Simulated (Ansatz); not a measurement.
# InP (Fm-3m) in Ansatz: a series of runs

One crystal, InP, is run at these levels: r2SCAN; tasks: single point, equation of state.

Everything below comes from runs of Ansatz 0.2.0. Logs are shortened: lines on timing, memory, paths and dates and some standing lists are left out, and cuts for length are marked.

### Step 1. The crystal as given

It takes space group Fm-3m (No. 225, cubic). Conventional cell: a = 5.538 Å, b = 5.538 Å, c = 5.538 Å, α = 90.00°, β = 90.00°, γ = 90.00°. In (site symmetry m-3m) has 6 P at 2.77 Å as nearest neighbours. P (site symmetry m-3m) is surrounded by 6 In at 2.77 Å.

Measurements of this composition are mostly on another form, of space group No. 216.

### Step 2. Single point, r2SCAN, 19.95 Å³/atom (volume scaled by 0.94)

File input.yaml:

```yaml
crystal:
  lattice:
    - [0.0, 2.7123113237, 2.7123113237]
    - [2.7123113237, 0.0, 2.7123113237]
    - [2.7123113237, 2.7123113237, 0.0]
  atoms:
    - { symbol: In, position: [0.0, 0.0, 0.0] }
    - { symbol: P, position: [0.5, 0.5, 0.5] }
hamiltonian:
  xc: r2scan
  pseudopotentials: { kind: paw }
kpoints:
  mp_grid: { grid: [8, 8, 8] }
scf:
  occupations: { method: fermi_dirac, width: 0.05 }
output:
  forces: true
  stress: true
  eigenvalues: true
  write_density: true
  write_potential: true
  elf: true
  volumetric_format: npy
```

Potentials or basis: Ansatz PAW.

Command:

```sh
$ ansatz run input.yaml --threads 2 --pin off --max-ram 5632MiB --backend cpu --events-out ev --progress --plain --runs-dir out
```

Log:

```text
Warning: RAYON_NUM_THREADS=2 ignored (pool sized by the plan → 2); use --threads N
Engine: ansatz 0.2.0, aarch64-unknown-linux-gnu
Pseudopotentials: kind: paw
Pseudopotential: In, paw, valence charge 13, recommended cutoff 500 eV (meta_gga), In.paw.azcp
Pseudopotential: P, paw, valence charge 5, recommended cutoff 500 eV (meta_gga), P.paw.azcp
Functional definition: r2SCAN
  parameter k0 = 0.174
  parameter k1 = 0.065
  parameter a1 = 4.9479
  exchange = r2scan_x(k0 = k0, k1 = k1, a1 = a1)
  correlation = r2scan_c
Crystal: 2 atoms, lattice volume = 39.907 Å³
Basis set: ecut = 500 eV, 965 PW (Γ), exchange–correlation on 120×120×120 points (64 copies of the dense FFT grid, shifted against one another)
Bands: 13, of which v1, the nominal top of the filled ones, is band 9 counted from 1 (8 counted from 0)
Symmetry: 48 space group operations
Space group: Fm-3m (ITA 225), of the structure as read, at distance tolerance 3.4e-5 Å
k-points: 29 of 512
Non-local potential: In, projectors of the file, l = 0: 2, l = 1: 2, l = 2: 2, l = 3: 2
Non-local potential: P, projectors of the file, l = 0: 2, l = 1: 2, l = 2: 2
PAW form: soft (Blöchl's): semilocal exchange-correlation on the pseudo side does not see the compensation charge
PAW frozen core: In, regenerated for the run's functional (the file was generated under x = pbe(κ = 0.804, μ = 0.2195149727645171), c = pbe(β = 0.06672455060314922))
PAW frozen core: P, regenerated for the run's functional (the file was generated under x = pbe(κ = 0.804, μ = 0.2195149727645171), c = pbe(β = 0.06672455060314922))
PAW one-centre angular grid: In, 590 points (default); XC on 289 of its mesh's 2783 points in the sphere
PAW one-centre angular grid: P, 302 points (default); XC on 160 Gauss nodes
Initial density: superposition of atomic densities (neutral atoms: chi_scale 0, normalization atom), corrected by the library's trained network
Initial wavefunctions: pseudopotential atomic-orbital guess
Functional: x = r2scan, c = r2scan; τ floored in thin density (d = 2e-4 eV/Å³)
SCF iter   1: F=—  HF=-6371.156455 eV  |F-HF|=—  |Δ(HF+E_count)|=         —  Δρ=8.25e-3  dr2=1.46e-2  dr2_τ=7.58e-3  ethr=1.77e-3  ⟨swp⟩=6.1  Hψ=2509  notcnv=0
preconditioner: auto → Kerker (q_TF=auto, 2.389 Å⁻¹)  [metal: Δε(μ)=0.111 eV  Ē_g=15.936 eV  σ=0.050 eV  W_gap=0.41  n_scr=14 (ndim 8)  ℏωp=24.9 eV  f_vac=0.000  D(μ)=0.73/eV (n_scr^D=0)]
SCF iter   2: F=—  HF=-6371.179909 eV  |F-HF|=—  |Δ(HF+E_count)|=   2.35e-2  Δρ=3.98e-3  dr2=3.80e-3  dr2_τ=1.25e-4  ethr=8.11e-5  ⟨swp⟩=2.8  Hψ=1004  notcnv=0
SCF iter   3: F=—  HF=-6371.180292 eV  |F-HF|=—  |Δ(HF+E_count)|=   3.83e-4  Δρ=1.19e-3  dr2=4.33e-4  dr2_τ=7.69e-6  ethr=2.11e-5  ⟨swp⟩=2.4  Hψ=645  notcnv=0
SCF iter   4: F=—  HF=-6371.180421 eV  |F-HF|=—  |Δ(HF+E_count)|=   1.29e-4  Δρ=2.10e-4  dr2=2.22e-5  dr2_τ=3.16e-7  ethr=2.41e-6  ⟨swp⟩=2.6  Hψ=658  notcnv=0
SCF iter   5: F=—  HF=-6371.180419 eV  |F-HF|=—  |Δ(HF+E_count)|=   1.97e-6  Δρ=2.33e-5  dr2=2.79e-7  dr2_τ=1.51e-8  ethr=1.23e-7  ⟨swp⟩=2.0  Hψ=605  notcnv=0
SCF iter   6: F=-6371.180419 eV  HF=-6371.180419 eV  |F-HF|=9.46e-11  |Δ(HF+E_count)|=   3.73e-8  Δρ=8.08e-6  dr2=2.17e-8  dr2_τ=7.49e-10  ethr=5.56e-10  ⟨swp⟩=11.8  Hψ=2961  notcnv=0
SCF 1 converged in 6 iterations: F = -6371.180419 eV  dr2 = 2.17e-8
SCF converged after 6 iterations
Free energy (F): -6371.180419 eV
Harris-Foulkes:  -6371.180419 eV  (|F-HF|=9.46e-11)
Internal energy: -6371.174511 eV  (E = F + TS)
E sigma→0 (E₀):  -6371.177465 eV
Entropy (-TS):   -0.005908 eV (-2.954 meV/atom)
Fermi energy:    10.157359 eV
--- Per-component energies (eV) ---
  E_band       = -8.983003
  E_kinetic    = 314.113356
  E_local      = -1156.440718  (includes V_loc(G=0)·N_el)
  E_nonlocal   = 402.268618
  E_hartree    = 457.656642
  E_xc         = -259.419817
  E_vxc        = -171.527005  (∫ρ·V_xc dr)
  E_paw        = -4761.663437  (= ΣΔE_a)
  E_vpaw       = -322.704569  (= ΣTr[D̂ρ^β])
  E_aug_tail   = 0.000009  (compensation charges beyond the density's cutoff)
  E_vtau       = 9.996621  (kinetic-family band-sum trace: ∫τ·v_τ [+ j·A + Jᵃ·Aᵃ] dr)
  E_ewald      = -1368.563867
  E_core_change = 0.874704  (= ΣΔE_core)
  E_smearing   = -0.005908  (= −TS)
  E_closure    = -0.000000  (closes the sum)
  Σ components = -6371.180419   (vs F -6371.180419, Δ=0.00e0)
--- Forces (eV/Å), atoms counted from 1 ---
  atom   1  In    -0.00000000     0.00000000     0.00000000
  atom   2  P      0.00000000    -0.00000000    -0.00000000
  max |Σ_I F_I| component: 4.50e-30 eV/Å
--- Stress (GPa, compression-positive) ---
        3.426515      -0.000000      -0.000000
       -0.000000       3.426515       0.000000
       -0.000000       0.000000       3.426515
  P = ⅓ Tr σ = 3.4265 GPa (34.265 kbar)
--- Band table (eV; the first three rows and the last of 29) ---
  k-point 0: bands = ["-4.9396", "-4.9396", "-4.9125", "-4.9125", "-4.9125", "-2.9999", "9.6454", "9.6454", "9.6454", "11.5915", "17.4955", "17.4955", "17.4955"]
  k-point 1: bands = ["-4.9499", "-4.9499", "-4.9135", "-4.8998", "-4.8998", "-2.7834", "8.0534", "9.6857", "9.6857", "12.8183", "16.6195", "17.1496", "17.1496"]
  k-point 2: bands = ["-4.9795", "-4.9795", "-4.9185", "-4.8641", "-4.8641", "-2.1549", "5.7959", "9.8202", "9.8202", "13.5025", "15.4735", "15.4735", "16.2131"]
  k-point 28: bands = ["-5.2467", "-4.9498", "-4.8834", "-4.8834", "-4.7743", "0.7718", "5.0249", "5.6671", "5.6671", "12.8449", "15.1829", "17.2527", "17.2527"]
```

It took 3.4 s on 2 threads of Arm Neoverse N1, shared host; peak memory 0.41 GiB.

What came out:

```yaml
Free_energy: -6371.1804 eV
Pressure: 3.4 GPa
Band_gap_on_the_k_mesh: none (metal or under the smearing width)
```

Caveat: the PAW data sets come from PBE, with cores solved anew for the run's functional, which leaves a small shift of forces and pressure.

### Step 3. Single point, r2SCAN, 20.38 Å³/atom (volume scaled by 0.96)

File input.yaml:

```yaml
crystal:
  lattice:
    - [0.0, 2.731412737, 2.731412737]
    - [2.731412737, 0.0, 2.731412737]
    - [2.731412737, 2.731412737, 0.0]
  atoms:
    - { symbol: In, position: [0.0, 0.0, 0.0] }
    - { symbol: P, position: [0.5, 0.5, 0.5] }
hamiltonian:
  xc: r2scan
  pseudopotentials: { kind: paw }
kpoints:
  mp_grid: { grid: [8, 8, 8] }
scf:
  occupations: { method: fermi_dirac, width: 0.05 }
output:
  forces: true
  stress: true
  eigenvalues: true
```

Potentials or basis: Ansatz PAW.

Command:

```sh
$ ansatz run input.yaml --threads 2 --pin off --max-ram 5632MiB --backend cpu --events-out ev --progress --plain --runs-dir out
```

It took 2.9 s on 2 threads of Arm Neoverse N1, shared host; peak memory 0.41 GiB.

The run converged. Its results:

```yaml
Free_energy: -6371.1931 eV
Pressure: 1.4 GPa
Band_gap_on_the_k_mesh: none (metal or under the smearing width)
```

Caveat: the PAW data sets come from PBE, with cores solved anew for the run's functional, which leaves a small shift of forces and pressure.

### Step 4. Single point, r2SCAN, 20.80 Å³/atom (volume scaled by 0.98)

Changes to input.yaml since step 3:

```diff
@@ -2,5 +2,5 @@
   lattice:
-    - [0.0, 2.731412737, 2.731412737]
-    - [2.731412737, 0.0, 2.731412737]
-    - [2.731412737, 2.731412737, 0.0]
+    - [0.0, 2.7502506615, 2.7502506615]
+    - [2.7502506615, 0.0, 2.7502506615]
+    - [2.7502506615, 2.7502506615, 0.0]
   atoms:
@@ -19 +19,5 @@
   eigenvalues: true
+  write_density: true
+  write_potential: true
+  elf: true
+  volumetric_format: npy
```

Command:

```sh
$ ansatz run input.yaml --threads 2 --pin off --max-ram 5632MiB --backend cpu --events-out ev --progress --plain --runs-dir out
```

It took 3.5 s on 2 threads of Arm Neoverse N1, shared host; peak memory 0.42 GiB.

Results (log left out):

```
Free energy            : -6371.1956 eV
Pressure               : -0.4 GPa
Band gap on the k mesh : none (metal or under the smearing width)
```

Caveat: the PAW data sets come from PBE, with cores solved anew for the run's functional, which leaves a small shift of forces and pressure.

### Step 5. Single point, r2SCAN, 21.23 Å³/atom

File input.yaml:

```yaml
crystal:
  lattice:
    - [0.0, 2.768834, 2.768834]
    - [2.768834, 0.0, 2.768834]
    - [2.768834, 2.768834, 0.0]
  atoms:
    - { symbol: In, position: [0.0, 0.0, 0.0] }
    - { symbol: P, position: [0.5, 0.5, 0.5] }
hamiltonian:
  xc: r2scan
  pseudopotentials: { kind: paw }
kpoints:
  mp_grid: { grid: [8, 8, 8] }
scf:
  occupations: { method: fermi_dirac, width: 0.05 }
output:
  forces: true
  stress: true
  eigenvalues: true
```

Command:

```sh
$ ansatz run input.yaml --threads 2 --pin off --max-ram 5632MiB --backend cpu --events-out ev --progress --plain --runs-dir out
```

Wall time 2.9 s (2 threads of Arm Neoverse N1, shared host); peak memory 0.41 GiB.

It converged, with:

- Free energy: -6371.1890 eV
- Pressure: -2.0 GPa
- Band gap on the k mesh: none (metal or under the smearing width)

Caveat: the PAW data sets come from PBE, with cores solved anew for the run's functional, which leaves a small shift of forces and pressure.

### Step 6. Single point, r2SCAN, 21.65 Å³/atom (volume scaled by 1.02)

Changes to input.yaml since step 5:

```diff
@@ -2,5 +2,5 @@
   lattice:
-    - [0.0, 2.768834, 2.768834]
-    - [2.768834, 0.0, 2.768834]
-    - [2.768834, 2.768834, 0.0]
+    - [0.0, 2.7871711834, 2.7871711834]
+    - [2.7871711834, 0.0, 2.7871711834]
+    - [2.7871711834, 2.7871711834, 0.0]
   atoms:
```

Potentials or basis: Ansatz PAW.

Command:

```sh
$ ansatz run input.yaml --threads 2 --pin off --max-ram 5632MiB --backend cpu --events-out ev --progress --plain --runs-dir out
```

Run time: 2.9 s. Hardware: 2 threads of Arm Neoverse N1, shared host; peak memory 0.41 GiB.

Results (log left out):

- Free energy: -6371.1745 eV
- Pressure: -3.4 GPa
- Band gap on the k mesh: none (metal or under the smearing width)

Caveat: the PAW data sets come from PBE, with cores solved anew for the run's functional, which leaves a small shift of forces and pressure.

### Step 7. Single point, r2SCAN, 22.08 Å³/atom (volume scaled by 1.04)

Changes to input.yaml since step 6:

```diff
@@ -2,5 +2,5 @@
   lattice:
-    - [0.0, 2.7871711834, 2.7871711834]
-    - [2.7871711834, 0.0, 2.7871711834]
-    - [2.7871711834, 2.7871711834, 0.0]
+    - [0.0, 2.8052702047, 2.8052702047]
+    - [2.8052702047, 0.0, 2.8052702047]
+    - [2.8052702047, 2.8052702047, 0.0]
   atoms:
@@ -19 +19,5 @@
   eigenvalues: true
+  write_density: true
+  write_potential: true
+  elf: true
+  volumetric_format: npy
```

Command:

```sh
$ ansatz run input.yaml --threads 2 --pin off --max-ram 5632MiB --backend cpu --events-out ev --progress --plain --runs-dir out
```

Run time: 3.5 s. Hardware: 2 threads of Arm Neoverse N1, shared host; peak memory 0.42 GiB.

It converged, with:

| Item | Value |
| --- | --- |
| Free energy | -6371.1528 eV |
| Pressure | -4.7 GPa |
| Band gap on the k mesh | none (metal or under the smearing width) |

Caveat: the PAW data sets come from PBE, with cores solved anew for the run's functional, which leaves a small shift of forces and pressure.

### Step 8. Single point, r2SCAN, 22.50 Å³/atom (volume scaled by 1.06)

File input.yaml:

```yaml
crystal:
  lattice:
    - [0.0, 2.8231386496, 2.8231386496]
    - [2.8231386496, 0.0, 2.8231386496]
    - [2.8231386496, 2.8231386496, 0.0]
  atoms:
    - { symbol: In, position: [0.0, 0.0, 0.0] }
    - { symbol: P, position: [0.5, 0.5, 0.5] }
hamiltonian:
  xc: r2scan
  pseudopotentials: { kind: paw }
kpoints:
  mp_grid: { grid: [8, 8, 8] }
scf:
  occupations: { method: fermi_dirac, width: 0.05 }
output:
  forces: true
  stress: true
  eigenvalues: true
```

Command:

```sh
$ ansatz run input.yaml --threads 2 --pin off --max-ram 5632MiB --backend cpu --events-out ev --progress --plain --runs-dir out
```

It took 2.9 s on 2 threads of Arm Neoverse N1, shared host; peak memory 0.41 GiB.

The run converged. Its results:

```yaml
Free_energy: -6371.1249 eV
Pressure: -5.8 GPa
Band_gap_on_the_k_mesh: none (metal or under the smearing width)
```

Caveat: the PAW data sets come from PBE, with cores solved anew for the run's functional, which leaves a small shift of forces and pressure.

### Step 9. Equation of state, r2SCAN

Potentials or basis: Ansatz PAW.

This step only gathers the single runs of the series.

Results:

* Equilibrium volume: 20.70 Å³/atom
* Bulk modulus: 85 GPa
* Pressure derivative of the bulk modulus: 4.9

Energy against volume, from the lowest point:
```
volume (Å³/atom)  energy (meV/atom)
          19.953               7.58
          20.378               1.24
          20.803               0.00
          21.227               3.27
          21.652              10.55
          22.076              21.37
          22.501              35.35
```

Caveat: the PAW data sets were made with another functional, which shifts forces and pressure a little.
